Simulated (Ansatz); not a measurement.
**A computed series for BeO: pressure series**

Consider BeO in the wurtzite structure (space group P6_3mc, No. 186; a = 2.690 Å, c = 4.369 Å).

Cell and atoms are relaxed at each pressure.

The values are results of plane-wave PAW DFT at the r2SCAN level (Ansatz, an electronic-structure program, 500 eV), no spin-orbit coupling, earlier PAW set, not measurements.

```csv
pressure (GPa),band gap (eV)
-2,8.45
-1,8.50
0,8.55
0.3,?
0.7,8.59
1.5,8.63
3,8.70
7.5,8.90
10,9.02
```

Problem. Fit E_g = E₀ + αP + βP² to the rows shown and predict the withheld row.

Solution. Least squares on the printed values gives E₀ = 8.55 eV, α = 50.0 meV/GPa, β = -0.36 meV/GPa² (largest residual 0.01 eV); this predicts 8.57 eV, and the run gives 8.57 eV, in agreement.

Load acts through the strain it causes; cell and atoms are relaxed under it. Stability against distortions was not tested. Competing high-pressure phases were not computed.
